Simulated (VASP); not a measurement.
Wanted: the native input for a VASP 6.6.1 run.

* Task: relaxation of cell and atoms
* Functional: RPBE
* Dispersion: D3
* Potentials or basis: VASP PAW PBE potentials, release 64 (Ta_pv, N)
* Cutoff: 600 eV
* k mesh: 10 × 10 × 5
* Occupations: fermi-dirac, width 0.05 eV
* Spin: no spin polarisation
* Further INCAR settings: ALGO = Fast; EDIFF = 1e-07; IBRION = 2; EDIFFG = -0.01; NSW = 40; ISIF = 3

The structure of TaN lies in POSCAR:

```
TaN
1.0
    2.9217699809      0.0000000000      0.0000000000
   -1.4608849905      2.5303270275      0.0000000000
    0.0000000000      0.0000000000      5.9165150000
Ta N
2 2
Direct
    0.0000000000      0.0000000000      0.5000000000
    0.0000000000      0.0000000000      0.0000000000
    0.3333333333      0.6666666667      0.2500000000
    0.6666666667      0.3333333333      0.7500000000
```

The cell comes from a database or a generator and needn't be the stable form of this composition.

These files were run (other wordings do the same):

INCAR

```
SYSTEM = TaN
ALGO = Fast
EDIFF = 1E-7
EDIFFG = -0.01
ENCUT = 600
GGA = RP
IBRION = 2
ISIF = 3
ISMEAR = -1
IVDW = 11
LASPH = .True.
LCHARG = .False.
LREAL = .False.
LWAVE = .False.
NELM = 60
NSW = 40
PREC = Accurate
SIGMA = 0.05
```

KPOINTS

```
k-points
0
Gamma
  10 10 5
  0 0 0
```

Potentials or basis: VASP PAW PBE potentials, release 64 (Ta_pv, N).

Command:

```sh
$ cat potpaw_PBE.64/Ta_pv/POTCAR potpaw_PBE.64/N/POTCAR > POTCAR
$ mpirun -np 1 vasp_std > vasp.out
```

Results of the run:

```
Relaxed volume                         : 10.78 Å³/atom
Relaxed cell                           : a = 2.900 Å, b = 2.900 Å, c = 5.921 Å, α = 90.00°, β = 90.00°, γ = 120.00°
Space group after relaxing (to 0.05 Å) : P6_3/mmc (No. 194)
Energy gained by relaxing              : 2.9 meV/atom
Ionic steps                            : 5
Pressure after relaxing                : 0.0 GPa
Band gap on the k mesh                 : none (metal or under the smearing width)
Dispersion energy per atom             : -0.543 eV
```

Caveat: the PAW data sets were made with another functional, which shifts forces and pressure a little; pairwise dispersion overbinds metals, which lowers pressure and volume.

Wall time 85 s on 1 thread of Intel(R) Xeon(R) 6975P-C (Granite Rapids) (shared host), peak memory 0.21 GiB.
